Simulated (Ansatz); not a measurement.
InP (started from an entry of an open crystallographic database), relaxed with r2SCAN in the PAW code Ansatz: space group F-43m (No. 216), cubic; conventional cell a = 5.908 Å, 25.77 Å³ an atom. In has 4 P at 2.56 Å; P has 4 In at 2.56 Å. The primitive cell holds 2 atoms in 51.54 Å³. (Simulation; no magnetic order is allowed.)

Computed values: PBE gives a gap of 0.59 eV and PBE0 (25 % exact exchange) 1.96 eV; one over PBE's mean ε∞ is 0.088. Without spin-orbit coupling PBE's valence top is a threefold level at Γ and the gap is 0.585 eV; with it the level splits into four states above two, Δ₀ = 0.099 eV apart. HSE06+SOC (4×4×4) gives a least gap of 1.36 eV, direct. r2SCAN's ε∞ is 9.73.

(1) Taking the gap as linear in the share of unscreened exchange, estimate the gap of the hybrid whose share is 1/ε∞.

(2) If the centre of gravity stays and the conduction band doesn't move, what gap follows with spin-orbit coupling?

(3) At what wavelength does absorption set in by HSE06+SOC, excitons left aside?

(4) What refractive index and reflectivity at normal incidence follow, below the gap and above the phonons?

Results:

(1) The slope is (1.96 − 0.59)/0.25 = 5.48 eV per unit share, so E_g ≈ 0.59 + 5.48 × 0.088 = 1.07 eV. The run with that share gives 1.05 eV (6×6×6 mesh), -0.02 eV from the straight line.

(2) The fourfold level rises by Δ₀/3 = 0.033 eV and the twofold one falls by 2Δ₀/3, so E_g ≈ 0.585 − 0.033 = 0.552 eV. The PBE+SOC run gives 0.558 eV, +0.005 eV from the estimate.

(3) λ = 1239.84 eV nm/E: 912 nm for the least gap. That lies in the infrared.

(4) n = √9.73 = 3.119; R = ((n − 1)/(n + 1))² = (2.119/4.119)² = 26.5 % a face.

Only the levels marked +SOC include spin-orbit coupling.

The meshes of the hybrids are coarse, so their gaps aren't converged to the digits shown.
